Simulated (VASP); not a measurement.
Runs of VASP 6.6.1 on RbBr. Symmetry: Fm-3m, No. 225, cubic system. Conventional cell: a = 7.045 Å, b = 7.045 Å, c = 7.045 Å, α = 90.00°, β = 90.00°, γ = 90.00°. Around Rb (site symmetry m-3m) lie 6 Br at 3.52 Å. Around Br (site symmetry m-3m) lie 6 Rb at 3.52 Å. 

```csv
task,cell,gap on the mesh (eV),pressure (GPa)
relaxation of the atoms,atoms relaxed from: a relaxed cell with its volume scaled by 0.94,(b),0.9
relaxation of the atoms,atoms relaxed from: a relaxed cell with its volume scaled by 1.06,4.02,-0.6
relaxation of the atoms,atoms relaxed from: a relaxed cell with its volume scaled by 0.96,(a),0.5
relaxation of the atoms,atoms relaxed from: a relaxed cell with its volume scaled by 1.04,4.06,-0.4
relaxation of cell and atoms,relaxed,4.15,0.0
relaxation of the atoms,atoms relaxed from: a relaxed cell with its volume scaled by 0.98,4.20,0.3
relaxation of the atoms,atoms relaxed,4.15,0.0
```

Alike in all rows: level PBE; potentials or basis VASP PAW PBE potentials, release 64 (Rb_pv, Br); no spin polarisation; k mesh 4 × 4 × 4; cutoff (eV) 300; smearing gaussian 0.03 eV.

**Question.** Fill in the values left out.

**Answer.** (a) 4.25; (b) 4.30.

Caveats: the relaxation stopped at its first step, so nothing moved.

A k mesh can miss the band edges, and the runs leave out spin-orbit coupling on Br, Rb.
